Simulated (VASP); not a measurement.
# BN: how numerical settings change the zone-centre modes, part 3 of 3

Aim: test the modes of BN against the numerical settings. The starting structure is a measured crystal structure from the Crystallography Open Database.

VASP 6.6.1.

Results so far: reference B1g (2) 811.0 cm⁻¹; an 8×8×3 mesh B1g (2) 811.0 cm⁻¹; a cutoff of 400 eV B1g (2) 810.6 cm⁻¹.

## (5) Modes with an 18×18×6 mesh

Level of this step: LDA; plane waves and PAW (N, B) (VASP).

Against step 2 the input has an 18×18×6 mesh.

The input, INCAR:

```
SYSTEM = BN
PREC = Accurate
ENCUT = 520
EDIFF = 1E-08
NELM = 100
ISMEAR = 0
SIGMA = 0.03
LREAL = .FALSE.
ALGO = Normal
GGA = CA
NBANDS = 14
LORBIT = 11
LWAVE = .FALSE.
LCHARG = .FALSE.
KPAR = 8
IBRION = 8
LEPSILON = .TRUE.
LPEAD = .TRUE.
ISIF = 2
```

The input, POSCAR:

```
BN
1.0
    2.4906736249      0.0000000000      0.0000000000
   -1.2453368124      2.1569866317      0.0000000000
    0.0000000000      0.0000000000      6.4610626087
N B
2 2
Direct
    0.6666666667      0.3333333333      0.2500000000
    0.3333333333      0.6666666667      0.7500000000
    0.6666666667      0.3333333333      0.7500000000
    0.3333333333      0.6666666667      0.2500000000
```

The input, KPOINTS:

```
Automatic mesh
0
Gamma
18 18 6
0 0 0
```

Potentials, in the order of the species: N and B (LDA family, release 64).

Command:

```
> mpirun -np 8 vasp_std
```

Output:

```text
[... set-up lines as in an earlier step ...]
 entering main loop
       N       E                     dE             d eps       ncg     rms          rms(c)
DAV:   1     0.492544285090E+02    0.49254E+02   -0.82004E+03  4152   0.106E+03
DAV:   2    -0.392012614991E+02   -0.88456E+02   -0.80893E+02  5766   0.230E+02
DAV:   3    -0.425998895345E+02   -0.33986E+01   -0.33793E+01  5410   0.453E+01
DAV:   4    -0.426229976641E+02   -0.23108E-01   -0.23094E-01  4846   0.422E+00
[...]
DAV:  12    -0.385806555430E+02    0.43830E-06   -0.61308E-06  4810   0.190E-02    0.121E-03
DAV:  13    -0.385806555220E+02    0.21047E-07   -0.32315E-07  5140   0.407E-03    0.341E-04
DAV:  14    -0.385806555266E+02   -0.46384E-08   -0.31992E-09  3590   0.486E-04
   1 F= -.38580656E+02 E0= -.38580656E+02  d E =-.125117E-13
 Linear response reoptimize wavefunctions to high precision
DAV:   1    -0.385806555265E+02    0.65711E-10   -0.18785E-10  3374   0.123E-04
 Linear response to external field (no local field effect), progress :
  Direction:   1
[...]
RMM:  12    -0.421457512463E-01    0.11484E-06    0.20509E-07 20481   0.274E-05    0.944E-08
 first order change of Fermi-energy  -0.16016E-04
 force on displaced ion       3 direction 1 : -42.630   0.000   0.000
 Born effective charge ion    3 direction 1 :   2.706  -0.000   0.000
 Linear response progress:
  Degree of freedom:   4/  4
       N       E                     dE             d eps       ncg     rms          rms(c)
RMM:   1    -0.473383375335E-01   -0.47338E-01    0.43284E-02 11645   0.130E+00
RMM:   2    -0.476112315620E-01   -0.27289E-03   -0.54033E-04  8971   0.167E-01    0.146E-01
RMM:   3    -0.473554226510E-01    0.25581E-03    0.49477E-05  8850   0.497E-02    0.865E-02
RMM:   4    -0.472829568085E-01    0.72466E-04    0.11888E-04  9066   0.519E-02    0.761E-03
[...]
RMM:  11    -0.472298428506E-01    0.44534E-07    0.71401E-09  9357   0.247E-05    0.497E-07
RMM:  12    -0.472298688682E-01   -0.26018E-07   -0.26692E-09  6531   0.226E-05    0.102E-07
RMM:  13    -0.472298034235E-01    0.65445E-07   -0.62482E-09  5569   0.225E-05    0.358E-08
 first order change of Fermi-energy  -0.32325E-03
 force on displaced ion       3 direction 3 :   0.000  -0.000 -13.743
 Born effective charge ion    3 direction 3 :   0.000   0.000   0.821
 Born effective charges drift removed
 Linear response finished
```

Run time: 2.4 min. Hardware: 8 MPI ranks of AMD EPYC 9R45, shared host; peak memory 6.9 GiB.

OUTCAR, selected parts (step 5):

```text
  Total       -0.0005968     -0.0005968     -0.0067271     -0.0000000     -0.0000000      0.0000000
  in kB       -0.0275466     -0.0275466     -0.3105079     -0.0000000     -0.0000000      0.0000000
  external PRESSURE =      -0.1218671 kB  Pullay stress =       0.0000000 kB

 POSITION                                       TOTAL-FORCE (eV/Angst)
 -----------------------------------------------------------------------------------
      1.24534      0.71900      1.61527         0.000000     -0.000000      0.000000
     -0.00000      1.43799      4.84580        -0.000000      0.000000      0.000000
      1.24534      0.71900      4.84580        -0.000000      0.000000      0.000000
     -0.00000      1.43799      1.61527         0.000000      0.000000      0.000000
 -----------------------------------------------------------------------------------
    total drift:                               -0.000000      0.000000     -0.000000

 MACROSCOPIC STATIC DIELECTRIC TENSOR (including local field effects in DFT)
 ------------------------------------------------------
           4.923067     0.000000    -0.000000
           0.000000     4.923067    -0.000000
           0.000000     0.000000     2.886031
 ------------------------------------------------------

 MACROSCOPIC STATIC DIELECTRIC TENSOR IONIC CONTRIBUTION
 ------------------------------------------------------
           1.790475     0.000000    -0.000000
           0.000000     1.790475     0.000000
          -0.000000     0.000000     0.556635
 ------------------------------------------------------

[... 1 part as in an earlier step ...]

[... 1 further part left out ...]
```

With an 18×18×6 mesh the compared modes are B1g (2) 811.0, A2u 750.0, B1g (1) 115.6, E2g 52.0 cm⁻¹; the largest shift among the levels compared is +0.1 cm⁻¹, in B1g (1), from the reference.

## (6) Modes with finite displacements

Against step 2 the input has IBRION = 6, NFREE = 2, POTIM = 0.015, no LEPSILON and no LPEAD (also changed: NSW).

INCAR: that of step 5 with these lines changed.

```diff
@@ -15,5 +15,6 @@
 KPAR = 8
-IBRION = 8
-LEPSILON = .TRUE.
-LPEAD = .TRUE.
+IBRION = 6
+NFREE = 2
+POTIM = 0.015
+NSW = 1
 ISIF = 2
```

POSCAR is that of step 5.

The input, KPOINTS:

```
Automatic mesh
0
Gamma
14 14 6
0 0 0
```

Command:

```
> mpirun -np 8 vasp_std
```

Output:

```text
[... set-up lines as in an earlier step ...]
 entering main loop
       N       E                     dE             d eps       ncg     rms          rms(c)
[... 14 cycles as in an earlier step ...]
   1 F= -.38580657E+02 E0= -.38580657E+02  d E =-.665013E-15
[... from here on, the cycles between the ionic steps are left out ...]
   2 F= -.38575851E+02 E0= -.38575851E+02  d E =-.215529E-14
   3 F= -.38575851E+02 E0= -.38575851E+02  d E =-.215384E-14
   4 F= -.38579086E+02 E0= -.38579086E+02  d E =-.753970E-15
   5 F= -.38579086E+02 E0= -.38579086E+02  d E =-.752924E-15
   6 F= -.38575859E+02 E0= -.38575859E+02  d E =-.165810E-15
   7 F= -.38575859E+02 E0= -.38575859E+02  d E =-.165904E-15
   8 F= -.38579110E+02 E0= -.38579110E+02  d E =-.685889E-15
   9 F= -.38579110E+02 E0= -.38579110E+02  d E =-.686414E-15
 Finite differences progress:
  Degree of freedom:   4/  4
  Displacement:        2/  2
  Total:               8/  8
```

The job ended after 53 s (8 MPI ranks; peak memory 3 GiB; 5.6 min of CPU time).

OUTCAR, selected parts (step 6):

```text
  Total       -0.0015495     -0.0015495     -0.0104247     -0.0000000      0.0000000      0.0000000
  in kB       -0.0715221     -0.0715221     -0.4811767     -0.0000000      0.0000000      0.0000000
  external PRESSURE =      -0.2080736 kB  Pullay stress =       0.0000000 kB

 POSITION                                       TOTAL-FORCE (eV/Angst)
 -----------------------------------------------------------------------------------
      1.24534      0.71900      1.61527        -0.000000      0.000000      0.013786
     -0.00000      1.43799      4.84580         0.000000      0.000000     -0.203031
      1.24534      0.71900      4.83080         0.000000      0.000000      0.206225
     -0.00000      1.43799      1.61527        -0.000000      0.000000     -0.016980
 -----------------------------------------------------------------------------------
    total drift:                               -0.000000      0.000000      0.000038

  FREE ENERGIE OF THE ION-ELECTRON SYSTEM (eV)
  ---------------------------------------------------
  free  energy   TOTEN  =       -38.5791103096 eV

  energy  without entropy=      -38.5791103096  energy(sigma->0) =      -38.57911031

[... 2 parts as in an earlier step ...]

[... 1 further part left out ...]
[key lines of the parts left out:]
E-fermi :   2.6246
```

The last energy, forces and stress in OUTCAR belong to the last displaced cell, not to that of POSCAR.

With finite displacements the compared modes are B1g (2) 811.0, A2u 750.0, B1g (1) 117.6, E2g 50.8 cm⁻¹; the largest shift among the levels compared is +2.1 cm⁻¹, in B1g (1), from the reference.

## (7) The runs compared

| run | B1g (2) | A2u | B1g (1) | E2g | method | core minutes |
| --- | --- | --- | --- | --- | --- | --- |
| reference | 811.0 | 750.0 | 115.5 | 51.9 | perturbation theory | 12.0 |
| an 8×8×3 mesh | 811.0 | 750.0 | 117.6 | 52.4 | perturbation theory | 3.33 |
| a cutoff of 400 eV | 810.6 | 749.3 | 114.1 | 51.2 | perturbation theory | 7.07 |
| an 18×18×6 mesh | 811.0 | 750.0 | 115.6 | 52.0 | perturbation theory | 18.9 |
| finite displacements | 811.0 | 750.0 | 117.6 | 50.8 | finite displacements | 7.07 |

Modes are in cm⁻¹, degenerate ones as one, matched between runs by symmetry and order. A number in brackets counts the listed modes of one symmetry from the lowest. The symmetry labels come from an automatic analysis and can be wrong where levels nearly coincide. Levels within 1 cm⁻¹ of another in the first run are left out, since their labels are uncertain. Core minutes are wall time times ranks of the run shown, on a shared host.

## (8) Outcome

| Property | Result |
| --- | --- |
| B1g (2), reference | 811.0 cm⁻¹ |
| E2g, reference | 51.9 cm⁻¹ |
| B1g (2), an 8×8×3 mesh | 811.0 cm⁻¹ |
| E2g, an 8×8×3 mesh | 52.4 cm⁻¹ |
| B1g (2), a cutoff of 400 eV | 810.6 cm⁻¹ |
| E2g, a cutoff of 400 eV | 51.2 cm⁻¹ |
| B1g (2), an 18×18×6 mesh | 811.0 cm⁻¹ |
| E2g, an 18×18×6 mesh | 52.0 cm⁻¹ |
| B1g (2), finite displacements | 811.0 cm⁻¹ |
| E2g, finite displacements | 50.8 cm⁻¹ |

The largest change comes with an 8×8×3 mesh: +2.1 cm⁻¹ in B1g (1). On finer settings the modes change by up to +0.1 cm⁻¹ in B1g (1) with an 18×18×6 mesh, not denser along every axis. Other changes move the modes by more: +2.1 cm⁻¹ in B1g (1) with an 8×8×3 mesh, -1.4 cm⁻¹ in B1g (1) with a cutoff of 400 eV and +2.1 cm⁻¹ in B1g (1) with finite displacements. The dielectric constants and Born charges in the logs aren't compared here; at a small gap they can be far off, and in a run without a gap they mean nothing. The frequencies are harmonic, and the splitting of polar modes by their long-range field is left out. Further runs on this material are not shown.

[Lines on the potential files, build, host, timing and source positions are cut from VASP's logs without a mark.]

[Logs are printed without paths, hosts, clocks, repeated set-up lines and the standing remarks that a program may print on its own settings, such as how far it seeks lower states.]

[Hosts, paths, dates, database ids (printed as entryN), source tags and the programs' standing remarks are cut or masked in the printed files.]
